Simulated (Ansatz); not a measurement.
## Structural energy differences of ruthenium

The calculation used DFT, LDA (PW92), plane waves (420 eV) with PAW, scalar-relativistic in Ansatz 0.2.0. (PAW data from PBE, frozen cores regenerated.)

Each structure is relaxed within its own symmetry, so a high-lying one may be dynamically unstable.

Rank these structures of ruthenium by energy per atom, lowest first.
A. fcc
B. simple cubic
C. dhcp
D. omega (AlB2-type)
E. diamond
F. hcp
G. A15
H. bcc

F (0 meV/atom), C (88 meV/atom), A (124 meV/atom), D (288 meV/atom), G (434 meV/atom), H (682 meV/atom), B (1230 meV/atom), E (1396 meV/atom).

```tsv
structure	ΔE (meV/atom)	V (Å³/atom)	cell	magnetic state
hcp	0	13.09	a = 2.678 Å, c = 4.215 Å (c/a = 1.574)	non-magnetic
dhcp	88	13.14	a = 2.664 Å, c = 8.554 Å (c/a = 3.211)	spin not included
fcc	124	13.16	a = 3.747 Å	spin not included
omega (AlB2-type)	288	13.41	a = 4.199 Å, c = 2.634 Å (c/a = 0.627)	spin not included
A15	434	13.50	a = 4.762 Å	spin not included
bcc	682	13.51	a = 3.001 Å	spin not included
simple cubic	1230	14.96	a = 2.464 Å	spin not included
diamond	1396	19.21	a = 5.356 Å	spin not included
```

ΔE counts from hcp.

Differences under about 8 meV lie within the error of the k-point mesh.
